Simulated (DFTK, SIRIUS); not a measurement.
Given: the input of a run of DFTK 0.8.2 on Si2Mo. 

run.jl

```julia
using DFTK
using PseudoPotentialData
using Unitful, UnitfulAtomic
using LinearAlgebra, Printf
include("save.jl")
disable_threading()

# lattice vectors are the columns
lattice = austrip(1u"Å") * [          -1.6            1.6            1.6;
                      1.6           -1.6            1.6;
                   3.9305         3.9305        -3.9305]
symbols   = [:Mo, :Si, :Si]
positions = [[0.0, 0.0, 0.0],
             [0.667, 0.667, 0.0],
             [0.333, 0.333, 0.0]]
pseudopotentials = PseudoFamily("dojo.nc.sr.pbesol.v0_4_1.standard.upf")
elements = Dict(s => ElementPsp(s, pseudopotentials) for s in unique(symbols))
atoms    = [elements[s] for s in symbols]

build_model(lattice, positions; symmetries=true) =
    model_DFT(lattice, atoms, positions;
              functionals=PBEsol(),
              temperature=austrip(0.05u"eV"),
              smearing=Smearing.FermiDirac(),
              symmetries)
Ecut  = 40.0  # hartree
kgrid = [12, 12, 12]
tol   = 1e-6
to_GPa = ustrip(uconvert(u"GPa", 1u"hartree/bohr^3"))

model = build_model(lattice, positions)
basis = PlaneWaveBasis(model; Ecut, kgrid)
display(basis)
scfres = self_consistent_field(basis;
                               tol,
                               nbandsalg=AdaptiveBands(model; n_bands_converge=16))
display(scfres.energies)
@printf "Fermi level: %.6f eV\n" ustrip(auconvert(u"eV", something(scfres.εF, NaN)))
forces = compute_forces_cart(scfres)
println("Forces (eV/Å)")
for (s, f) in zip(symbols, forces)
    @printf "%-3s %12.6f %12.6f %12.6f\n" s ustrip.(auconvert.(u"eV/Å", f))...
end
stress = compute_stresses_cart(scfres)
println("Stress (GPa)")
display(round.(stress * to_GPa; digits=4))
println("Levels at the first k-point (eV): ", round.(ustrip.(auconvert.(u"eV", scfres.eigenvalues[1][1:scfres.n_bands_converge])); digits=4))
save_scf!(scfres; forces, stress)
```

Potentials or basis: dojo.nc.sr.pbesol.v0_4_1.standard.upf (PBEsol).

Run with:

```console
$ julia --threads=1 run.jl  # save.jl only writes the numbers to a file and isn't shown; printed stress counts tension as positive; times include loading and compiling
```

Q: What does the same run look like in SIRIUS 7.12.0? Potentials or basis there: PseudoDojo 0.4.1 PBEsol standard (scalar relativistic), cutoff 1102 eV.

A: As run (cutoffs and basis follow the program's own potentials, and thresholds, step limits or extra output files can differ):

The input sirius.json:

```json
{
  "control": {
    "processing_unit": "cpu",
    "verbosity": 2,
    "num_bands_to_print": 19,
    "print_forces": true,
    "print_stress": true
  },
  "parameters": {
    "electronic_structure_method": "pseudopotential",
    "xc_functionals": ["XC_GGA_X_PBE_SOL", "XC_GGA_C_PBE_SOL"],
    "gk_cutoff": 9.0,
    "pw_cutoff": 18.0,
    "ngridk": [12, 12, 12],
    "shiftk": [0, 0, 0],
    "smearing": "fermi_dirac",
    "smearing_width": 0.0018374661,
    "num_bands": 19,
    "num_mag_dims": 0,
    "num_dft_iter": 100,
    "energy_tol": 1e-08,
    "density_tol": 1e-06
  },
  "iterative_solver": {
    "type": "davidson",
    "min_tolerance": 1e-10
  },
  "mixer": {
    "type": "anderson",
    "beta": 0.7,
    "max_history": 8
  },
  "settings": {
    "tol_ne": 1e-10,
    "pseudo_grid_cutoff": 6.5
  },
  "unit_cell": {
    "lattice_vectors": [
      [-3.023561799401, 3.023561799401, 7.427568532842],
      [3.023561799401, -3.023561799401, 7.427568532842],
      [3.023561799401, 3.023561799401, -7.427568532842]
    ],
    "atom_coordinate_units": "lattice",
    "atom_types": ["Mo", "Si"],
    "atom_files": {
      "Si": "Si.json",
      "Mo": "Mo.json"
    },
    "atoms": {
      "Mo": [
        [0.0, 0.0, 0.0]
      ],
      "Si": [
        [0.667, 0.667, 0.0],
        [0.333, 0.333, 0.0]
      ]
    }
  }
}
```

Potentials or basis: PseudoDojo 0.4.1 PBEsol standard (scalar relativistic).

The run is started by

```console
$ upf_to_json Si.upf
$ upf_to_json Mo.upf
$ OMP_NUM_THREADS=1 sirius.scf --input=sirius.json --output=out.json --task=0
```

Both were run:

|  | DFTK | SIRIUS |
| --- | --- | --- |
| Pressure | -2.7 GPa | -2.7 GPa |
| Largest force | 0.323 eV/Å | 0.323 eV/Å |

Pressure is positive in compression.
